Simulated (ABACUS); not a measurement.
Write an ASE script for ABACUS 3.10.1 that does the following.

| Quantity | Value |
| --- | --- |
| Task | single point |
| Functional | SCAN |
| Potentials or basis | SG15 ONCV 1.2 PBE |
| Cutoff | 1361 eV |
| Density cutoff | 5442 eV |
| Basis | DZP LCAO (the cutoffs set its grid) |
| k mesh | 9 × 9 × 9 |
| Occupations | fermi-dirac, width 0.05 eV |
| Spin | no spin polarisation |
| Orbital files | Rh Rh_confined-atom_7au_3s2p2d1f.orb |
| Radial cutoff of the potentials (pseudo_rcut) | 10 bohr |
| SCF threshold on the density | 1e-07 |
| Max SCF steps | 100 |
| Eigensolver | scalapack_gvx |
| Mixing | broyden |
| Mixing share | 0.7 |
| Symmetry key | 1 |

The structure of Rh lies in POSCAR:

```
Rh
1.0
    0.0000000000      1.8978500000      1.8978500000
    1.8978500000      0.0000000000      1.8978500000
    1.8978500000      1.8978500000      0.0000000000
Rh
1
Direct
    0.0000000000      0.0000000000      0.0000000000
```

These files were run (other wordings do the same):

run_abacus.py

```python
"""ABACUS run from a structure file: ASE reads it, the script writes STRU, KPT and INPUT."""
import re
import subprocess
from ase.io import read
from ase.units import Bohr

atoms = read("POSCAR")
atoms = atoms[(-atoms.numbers).argsort(kind="stable")]  # ABACUS lists atoms element by element
pseudo = {'Rh': 'Rh_ONCV_PBE-1.2.upf'}
orbital = {'Rh': 'Rh_confined-atom_7au_3s2p2d1f.orb'}
magmoms = None
kmesh = [9, 9, 9]
params = {
    'suffix': 'Rh',
    'calculation': 'scf',
    'basis_type': 'lcao',
    'pseudo_dir': './',
    'orbital_dir': './',
    'symmetry': 1,
    'dft_functional': 'scan',
    'ecutwfc': 100,
    'pseudo_rcut': 10,
    'nspin': 1,
    'nbands': 19,
    'ks_solver': 'scalapack_gvx',
    'smearing_method': 'fd',
    'smearing_sigma': 0.00367493,
    'scf_thr': 1e-07,
    'scf_nmax': 100,
    'mixing_type': 'broyden',
    'mixing_beta': 0.7,
    'cal_force': 1,
    'cal_stress': 1,
    'mixing_tau': 1,
    'out_mul': 1,
    'out_chg': 1,
    'out_pot': 2,
    'out_elf': 1,
}

symbols = atoms.get_chemical_symbols()
elements = list(dict.fromkeys(symbols))
lines = ["ATOMIC_SPECIES"] + [f"{e} {atoms.get_masses()[symbols.index(e)]:.4f} {pseudo[e]}" for e in elements]
if orbital:
    lines += ["", "NUMERICAL_ORBITAL"] + [orbital[e] for e in elements]
lines += ["", "LATTICE_CONSTANT", f"{1 / Bohr:.10f}", "", "LATTICE_VECTORS"]
lines += [" ".join(f"{x:.10f}" for x in v) for v in atoms.cell]
lines += ["", "ATOMIC_POSITIONS", "Direct"]
for e in elements:
    lines += ["", e, "0.0", str(symbols.count(e))]
    for i, p in enumerate(atoms.get_scaled_positions(wrap=False)):
        if symbols[i] == e:
            mag = "" if magmoms is None else " mag " + " ".join(str(x) for x in (magmoms[i] if isinstance(magmoms[i], list) else [magmoms[i]]))
            lines.append(" ".join(f"{x:.10f}" for x in p) + " 1 1 1" + mag)
open("STRU", "w").write("\n".join(lines) + "\n")
open("KPT", "w").write("K_POINTS\n0\nGamma\n%d %d %d 0 0 0\n" % tuple(kmesh))
open("INPUT", "w").write("INPUT_PARAMETERS\n" + "".join(f"{k:<20s}{v}\n" for k, v in params.items()))

done = subprocess.run(['mpirun', '-np', '4', 'abacus'])
if done.returncode:
    raise SystemExit(done.returncode)
log = open("OUT.Rh/running_scf.log").read()
print("final energy (eV):", re.findall(r"FINAL_ETOT_IS (\S+)", log))
```

Potentials or basis: SG15 ONCV 1.2 PBE, DZP LCAO (the cutoffs set its grid).

The run is started by

```bash
$ OMP_NUM_THREADS=1 python run_abacus.py > log
```

It gave:

```yaml
Pressure: -2.2 GPa
Band_gap_on_the_k_mesh: none (metal or under the smearing width)
```

Caveat: the atomic orbitals were generated for these runs and aren't a published set; the potentials were made for another functional, which shifts forces and pressure; the basis of atomic orbitals isn't converged, which shifts pressures, moduli and gaps.

It took 21 s on 4 MPI ranks on Intel(R) Xeon(R) Platinum 8488C (Sapphire Rapids) (shared host), peak memory 0.36 GiB a rank.
